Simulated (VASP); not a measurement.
# Be (P6_3/mmc) in VASP: a series of runs

One crystal, Be, is run at these levels: r2SCAN, HSE06, PBE0; tasks: single point.

Everything below comes from runs of VASP 6.6.1. Logs are shortened: lines on timing, memory, paths and dates and some standing lists are left out, and cuts for length are marked.

## 1. The crystal as given

Symmetry: P6_3/mmc, No. 194, hexagonal system. Conventional cell: a = 2.262 Å, b = 2.262 Å, c = 3.571 Å, α = 90.00°, β = 90.00°, γ = 120.00°. Around Be (site symmetry -6m2) lie 12 Be at 2.21 to 2.26 Å.

## 2. Single point, r2SCAN

The input, INCAR:

```
SYSTEM = Be
PREC     = Accurate       ! precision mode
ENCUT    = 450            ! plane-wave cutoff, eV
EDIFF    = 1E-6           ! SCF threshold, eV
ISMEAR   = 1              ! smearing method
SIGMA    = 0.1            ! smearing width, eV
LREAL    = .FALSE.        ! projectors in reciprocal space
LASPH    = .TRUE.         ! aspherical terms in the spheres
NELM     = 120            ! most SCF steps
ALGO     = Normal         ! electronic algorithm
ISIF     = 2              ! what is computed and relaxed
LWAVE    = .FALSE.        ! write WAVECAR
LCHARG   = .FALSE.        ! write CHGCAR
METAGGA  = R2SCAN         ! meta-GGA
LMIXTAU  = .TRUE.       
NBANDS   = 9              ! bands
KPAR     = 4
```

The input, KPOINTS:

```
Automatic mesh
0
G
  22 22 12
  0 0 0
```

The input, POSCAR:

```
Be                                      
1.0
    2.2618905851      0.0000000000      0.0000000000
   -1.1309452926      1.9588547073      0.0000000000
    0.0000000000      0.0000000000      3.5709395564
  Be            
     2
Direct
     0.3333333332999970    0.6666666667000030    0.2500000000000000
     0.6666666667000030    0.3333333332999970    0.7500000000000000
```

Potentials or basis: VASP PAW PBE potentials, release 64 (Be).

Run with:

```bash
> cat potpaw_PBE.64/Be/POTCAR > POTCAR
> mpirun -np 4 vasp_std > vasp.out
```

OUTCAR:

```text
SYSTEM = Be
   PREC = Accurate
   ENCUT = 450
   EDIFF = 1E-6
   ISMEAR = 1
   LREAL = .FALSE.
   LASPH = .TRUE.
   NELM = 120
   ISIF = 2
   METAGGA = R2SCAN

 ion  position               nearest neighbor table
   1  0.333  0.667  0.250-   2 2.21   2 2.21   2 2.21   2 2.21   2 2.21   2 2.21
   2  0.667  0.333  0.750-   1 2.21   1 2.21   1 2.21   1 2.21   1 2.21   1 2.21

  LATTYP: Found a hexagonal cell.
 ALAT       =     2.2618905851
 C/A-ratio  =     1.5787410673

  Lattice vectors:

 A1 = (   2.2618905851,   0.0000000000,   0.0000000000)
 A2 = (  -1.1309452926,   1.9588547073,   0.0000000000)
 A3 = (   0.0000000000,   0.0000000000,   3.5709395564)

Analysis of symmetry for initial positions (statically):
=====================================================================
 Subroutine PRICEL returns:
 Original cell was already a primitive cell.

 Routine SETGRP: Setting up the symmetry group for a
 hexagonal supercell.

 Subroutine GETGRP returns: Found 24 space group operations
 (whereof 12 operations were pure point group operations)
 out of a pool of 24 trial point group operations.

The static configuration has the point symmetry D_3d.
 The point group associated with its full space group is D_6h.

Analysis of symmetry for dynamics (positions and initial velocities):
=====================================================================
 Subroutine PRICEL returns:
 Original cell was already a primitive cell.

 Routine SETGRP: Setting up the symmetry group for a
 hexagonal supercell.

 Subroutine GETGRP returns: Found 24 space group operations
 (whereof 12 operations were pure point group operations)
 out of a pool of 24 trial point group operations.

The dynamic configuration has the point symmetry D_3d.
 The point group associated with its full space group is D_6h.

 Subroutine INISYM returns: Found 24 space group operations
 (whereof 12 operations are pure point group operations),
 and found     1 'primitive' translations

----------------------------------------------------------------------------------------

                                     Primitive cell

  volume of cell :      15.8218

  direct lattice vectors                    reciprocal lattice vectors
     2.261890585  0.000000000  0.000000000     0.442108034  0.255251193  0.000000000
    -1.130945293  1.958854707  0.000000000     0.000000000  0.510502385  0.000000000
     0.000000000  0.000000000  3.570939556     0.000000000  0.000000000  0.280038344

  length of vectors
     2.261890585  2.261890585  3.570939556     0.510502385  0.510502385  0.280038344

  position of ions in fractional coordinates (direct lattice)
     0.333333333  0.666666667  0.250000000
     0.666666667  0.333333333  0.750000000

  ion indices of the primitive-cell ions
   primitive index   ion index
                 1           1
                 2           2

----------------------------------------------------------------------------------------

 KPOINTS: Automatic mesh

Automatic generation of k-mesh.
 Grid dimensions read from file:
 generate k-points for:   22   22   12

 Generating k-lattice:

  Cartesian coordinates                     Fractional coordinates (reciprocal lattice)
     0.020095820  0.011602327  0.000000000     0.045454545  0.000000000  0.000000000
     0.000000000  0.023204654  0.000000000     0.000000000  0.045454545  0.000000000
     0.000000000  0.000000000  0.023336529     0.000000000  0.000000000  0.083333333

  Length of vectors
     0.023204654  0.023204654  0.023336529

  Shift w.r.t. Gamma in fractional coordinates (k-lattice)
     0.000000000  0.000000000  0.000000000

 Subroutine IBZKPT returns following result:
 ===========================================

 Found    364 irreducible k-points:

 Following reciprocal coordinates:
            Coordinates               Weight
  0.000000  0.000000  0.000000      1.000000
  0.045455  0.000000  0.000000      6.000000
  0.090909  0.000000  0.000000      6.000000
  0.136364  0.000000  0.000000      6.000000
  0.181818  0.000000  0.000000      6.000000
  0.227273  0.000000  0.000000      6.000000
[... 16 lines left out ...]
  0.090909  0.090909  0.000000      6.000000
  0.136364  0.090909  0.000000     12.000000
 [... further k-points ...]
   k-points           NKPTS =    364   k-points in BZ     NKDIM =    364   number of bands    NBANDS=      9
   number of dos      NEDOS =    301   number of ions     NIONS =      2
   total plane-waves  NPLWV =   7168
   dimension x,y,z NGX =    16 NGY =   16 NGZ =   28
   dimension x,y,z NGXF=    32 NGYF=   32 NGZF=   56
   ions per type =               2
   NGX,Y,Z   is equivalent  to a cutoff of  11.76, 11.76, 13.04 a.u.
   NGXF,Y,Z  is equivalent  to a cutoff of  23.52, 23.52, 26.07 a.u.
 SYSTEM =  Be
   PREC   = accura    normal or accurate (medium, high low for compatibility)
   ISTART =      0    job   : 0-new  1-cont  2-samecut
   ICHARG =      2    charge: 1-file 2-atom 10-const
   ISPIN  =      1    spin polarized calculation?
   LNONCOLLINEAR =      F non collinear calculations
   LSORBIT =      F    spin-orbit coupling
   LASPH  =      T    aspherical Exc in radial PAW
   ENCUT  =  450.0 eV  33.07 Ry    5.75 a.u.   3.91  3.91  6.18*2*pi/ulx,y,z
   NELM   =    120;   NELMIN=  2; NELMDL= -5     # of ELM steps
   EDIFF  = 0.1E-05   stopping-criterion for ELM
   LREAL  =      F    real-space projection
   EDIFFG = 0.1E-04   stopping-criterion for IOM
   NSW    =      0    number of steps for IOM
   IBRION =     -1    ionic relax: 0-MD 1-quasi-New 2-CG
   NFREE  =      0    steps in history (QN), initial steepest desc. (CG)
   ISIF   =      2    stress and relaxation
   ISYM   =      2    0-nonsym 1-usesym 2-fastsym
   POTIM  = 0.5000    time-step for ionic-motion
   TEBEG  =    0.0;   TEEND  =   0.0 temperature during run
   PSTRESS=    0.0 pullay stress
   NELECT =       4.0000    total number of electrons
   NUPDOWN=      -1.0000    fix difference up-down
   EMIN   =  10.00;   EMAX   =-10.00  energy-range for DOS
   EFERMI =   0.00;   METHOD = LEGACY
   ISMEAR =     1;   SIGMA  =   0.10  broadening in eV -4-tet -1-fermi 0-gaus
   EFERMI_NEDOS =   21; number of points for ismear=-14 and -15
   IALGO  =     38    algorithm
   IMIX   =      4    mixing-type and parameters
     AMIX     =   0.40;   BMIX     =  1.00
     AMIX_MAG =   1.60;   BMIX_MAG =  1.00
  volume/ion in A,a.u.               =       7.91        53.39
  Fermi-wavevector in a.u.,A,eV,Ry     =   1.035165  1.956177 14.579536  1.071566
  Thomas-Fermi vector in A             =   2.169495
   LORBIT       =      0    0 simple, 1 ext, 2 COOP (PROOUT), +10 PAW based schemes
   METAGGA = R2SCAN    functional components
   LHFCALC =     F    Hartree Fock is set to
   AEXX    =    0.0000 exact exchange contribution
   IVDW    =     0    specifies the selected vdW correction
   LEPSILON=     F    determine dielectric tensor
   LRPA    =     F    only Hartree local field effects (RPA)
 non-spin polarized calculation
 Methfessel and Paxton  Order N= 1 SIGMA  =   0.10
  energy-cutoff  :      450.00
  volume of cell :       15.82
 maximum number of plane-waves:       360
 NGX is ok and might be reduce to    16
   NGX =  7   NGY =  7   NGZ = 13

 number of electron       4.0000000 magnetization

 Free energy of the ion-electron system (eV)
  ---------------------------------------------------
  ext. energy  EPLUGINS =         0.00000000
  ---------------------------------------------------
  free energy    TOTEN  =        -8.68166119 eV

  energy without entropy =       -8.68161808  energy(sigma->0) =       -8.68164682

 E-fermi :   7.3330     XC(G=0): -11.2591

 val. band max:        7.3253838478   @ k =   0.2727   0.2727   0.0833
 cond. band min:       7.3493998839   @ k =   0.2273   0.1818   0.0000
 fundamental gap:      0.0240160362
 Fermi energy:         7.3329865153

 k-point     1 :       0.0000    0.0000    0.0000
  band No.  band energies     occupation
      1      -5.1136      2.00000
      2       2.3470      2.00000
      3       8.1359     -0.00000
      4      24.5086      0.00000
      5      24.5086      0.00000
      6      27.5255      0.00000
      7      27.5255      0.00000
      8      29.7351      0.00000
      9      35.6197      0.00000

 k-point     2 :       0.0455    0.0000    0.0000
  band No.  band energies     occupation
      1      -5.0493      2.00000
      2       2.4300      2.00000
      3       8.1582     -0.00000
      4      23.9290      0.00000
      5      24.0660      0.00000
      6      27.5318      0.00000
      7      27.7911      0.00000
      8      29.6185      0.00000
      9      34.5306      0.00000

 k-point     3 :       0.0909    0.0000    0.0000
  band No.  band energies     occupation
      1      -4.8563      2.00000
      2       2.6788      2.00000
      3       8.2224     -0.00000
      4      22.4570      0.00000
      5      23.1196      0.00000
      6      27.5092      0.00000
      7      28.1626      0.00000
      8      29.2217      0.00000
      9      32.7517      0.00000

 k-point     4 :       0.1364    0.0000    0.0000
  band No.  band energies     occupation
      1      -4.5345      2.00000
      2       3.0931      2.00000
      3       8.3187     -0.00000
      4      20.5449      0.00000
      5      22.0592      0.00000
      6      27.3879      0.00000
      7      28.2250      0.00000
      8      28.4114      0.00000
      9      30.7847      0.00000

 k-point     5 :       0.1818    0.0000    0.0000
  band No.  band energies     occupation
      1      -4.0839      2.00000
      2       3.6720      2.00000
      3       8.4228     -0.00000
      4      18.5198      0.00000
      5      21.0318      0.00000
      6      26.9342      0.00000
      7      27.0531      0.00000
      8      27.9555      0.00000
      9      29.0852      0.00000

 k-point     6 :       0.2273    0.0000    0.0000
  band No.  band energies     occupation
      1      -3.5048      2.00000
      2       4.4140      2.00000
      3       8.4784     -0.00000
      4      16.6035      0.00000
      5      20.0964      0.00000
      6      25.1941      0.00000
      7      25.6363      0.00000
      8      27.4976      0.00000
      9      28.2935      0.00000
[... 169 lines left out ...]
 k-point    21 :       0.4091    0.0455    0.0000
  band No.  band energies     occupation
      1       0.6193      2.00000
      2       5.1442      2.00000
      3       9.6481      0.00000
      4      13.8211      0.00000
      5      15.7272      0.00000
      6      16.5234      0.00000
      7      19.4590      0.00000
      8      25.5154      0.00000
      9      28.3865      0.00000

 k-point    22 :       0.4545    0.0455    0.0000
  band No.  band energies     occupation
      1       1.5948      2.00000
      2       4.0314      2.00000
      3      10.8653      0.00000
      4      14.2166      0.00000
      5      14.2211      0.00000
      6      16.0234      0.00000
      7      18.9740      0.00000
      8      25.3921      0.00000
      9      28.3865      0.00000

 k-point    23 :       0.0909    0.0909    0.0000
  band No.  band energies     occupation
      1      -4.3413      2.00000
      2       3.3415      2.00000
      3       8.3762     -0.00000
      4      20.1222      0.00000
      5      20.7476      0.00000
      6      27.4475      0.00000
      7      27.8615      0.00000
      8      27.9662      0.00000
      9      31.5647      0.00000

 k-point    24 :       0.1364    0.0909    0.0000
  band No.  band energies     occupation
      1      -3.8903      2.00000
      2       3.9198      2.00000
      3       8.4829     -0.00000
      4      18.2590      0.00000
      5      19.6669      0.00000
      6      26.7318      0.00000
      7      26.9152      0.00000
      8      27.3055      0.00000
      9      30.8218      0.00000

 [... further k-points ...]
[... 5 lines left out ...]
  --------------------------------------------------------------------------------------
  -------------------------------------------------------------------------------------
  Total       -0.0133483     -0.0133483      0.0417217      0.0000000      0.0000000      0.0000000
  in kB       -1.3516985     -1.3516985      4.2248993      0.0000000      0.0000000      0.0000000
  external PRESSURE =       0.5071674 kB  Pullay stress =       0.0000000 kB

 VOLUME and BASIS-vectors are now :
 -----------------------------------------------------------------------------
  energy-cutoff  :      450.00
  volume of cell :       15.82
      direct lattice vectors                 reciprocal lattice vectors
     2.261890585  0.000000000  0.000000000     0.442108034  0.255251193  0.000000000
    -1.130945293  1.958854707  0.000000000     0.000000000  0.510502385  0.000000000
     0.000000000  0.000000000  3.570939556     0.000000000  0.000000000  0.280038344

 POSITION                                       TOTAL-FORCE (eV/Angst)
 -----------------------------------------------------------------------------------
     -0.00000      1.30590      0.89273        -0.000000      0.000000      0.000000
      1.13095      0.65295      2.67820         0.000000     -0.000000      0.000000
 -----------------------------------------------------------------------------------
    total drift:                                0.000000     -0.000000      0.000000

  FREE ENERGIE OF THE ION-ELECTRON SYSTEM (eV)
  ---------------------------------------------------
  free  energy   TOTEN  =        -8.6816611945 eV

  energy  without entropy=       -8.6816180764  energy(sigma->0) =       -8.68164682
```

It took 33 s on 4 MPI ranks of Intel Xeon Platinum 8488C (Sapphire Rapids), shared host; peak memory 0.14 GiB.

Results:

| Quantity | Value |
| --- | --- |
| Free energy | -8.6817 eV |
| Pressure | 0.1 GPa |
| Band gap on the k mesh | none (metal or under the smearing width) |

Levels at points of the mesh, in eV from the Fermi level:
| k point | band 1 | band 2 | band 3 | band 4 | band 5 | band 6 |
| --- | --- | --- | --- | --- | --- | --- |
| (0.00, 0.00, 0.00) | -12.45 | -4.99 | 0.80 | 17.18 | 17.18 | 20.19 |
| (0.50, 0.00, 0.00) | -5.60 | -3.57 | 3.71 | 6.55 | 6.96 | 10.04 |
| (0.00, 0.00, 0.50) | -10.12 | -10.12 | 11.12 | 11.12 | 18.97 | 18.97 |
| (0.50, 0.00, 0.50) | -4.07 | -4.07 | 1.35 | 1.35 | 12.81 | 12.81 |

Caveat: the PAW data sets were made with another functional, which shifts forces and pressure a little.

## 3. Single point, HSE06

POSCAR is that of step 2.

The input, INCAR.step1:

```
SYSTEM = Be
PREC     = Accurate       ! precision mode
ENCUT    = 450            ! plane-wave cutoff, eV
EDIFF    = 1E-5           ! SCF threshold, eV
ISMEAR   = 1              ! smearing method
SIGMA    = 0.1            ! smearing width, eV
LREAL    = .FALSE.        ! projectors in reciprocal space
LASPH    = .TRUE.         ! aspherical terms in the spheres
NELM     = 120            ! most SCF steps
ALGO     = Normal         ! electronic algorithm
ISIF     = 2              ! what is computed and relaxed
LWAVE    = .TRUE.         ! write WAVECAR
LCHARG   = .FALSE.        ! write CHGCAR
NBANDS   = 9              ! bands
KPAR     = 4            
GGA      = PE             ! functional
```

The input, INCAR.step2:

```
SYSTEM = Be
PREC     = Accurate       ! precision mode
ENCUT    = 450            ! plane-wave cutoff, eV
EDIFF    = 1E-6           ! SCF threshold, eV
ISMEAR   = 1              ! smearing method
SIGMA    = 0.1            ! smearing width, eV
LREAL    = .FALSE.        ! projectors in reciprocal space
LASPH    = .TRUE.         ! aspherical terms in the spheres
NELM     = 120            ! most SCF steps
ALGO     = Normal         ! electronic algorithm
ISIF     = 2              ! what is computed and relaxed
LWAVE    = .FALSE.        ! write WAVECAR
LCHARG   = .FALSE.        ! write CHGCAR
GGA      = PE             ! functional
LHFCALC  = .TRUE.         ! exact exchange
HFSCREEN = 0.2            ! screening, 1/A
PRECFOCK = Fast         
NBANDS   = 9              ! bands
KPAR     = 4            
ISTART   = 1
```

The input, KPOINTS:

```
Automatic mesh
0
G
  12 12 7
  0 0 0
```

Potentials or basis: VASP PAW PBE potentials, release 64 (Be).

Run with:

```bash
> cat potpaw_PBE.64/Be/POTCAR > POTCAR
> cp INCAR.step1 INCAR
> mpirun -np 4 vasp_std > vasp.out
> cp INCAR.step2 INCAR
> mpirun -np 4 vasp_std > vasp.out
```

Run time: 3 min. Hardware: 4 MPI ranks of Intel Xeon Platinum 8488C (Sapphire Rapids), shared host; peak memory 0.22 GiB.

The run converged. Its results:

```
Free energy            : -7.6239 eV
Pressure               : -0.8 GPa
Band gap on the k mesh : none (metal or under the smearing width)
```

Stress tensor (GPa, compression positive):
```
-0.21  0.00  0.00
 0.00 -0.21  0.00
 0.00  0.00 -1.85
```

Levels at points of the mesh, in eV from the Fermi level:
| k point | band 1 | band 2 | band 3 | band 4 | band 5 | band 6 | band 7 |
| --- | --- | --- | --- | --- | --- | --- | --- |
| (0.00, 0.00, 0.00) | -13.53 | -5.64 | 0.85 | 16.88 | 16.88 | 19.77 | 19.77 |
| (0.50, 0.00, 0.00) | -6.21 | -4.20 | 3.70 | 6.60 | 7.05 | 10.00 | 10.41 |

Caveat: the PAW data sets were made with another functional, which shifts forces and pressure a little.

(Part 1 of 2 ends here.)
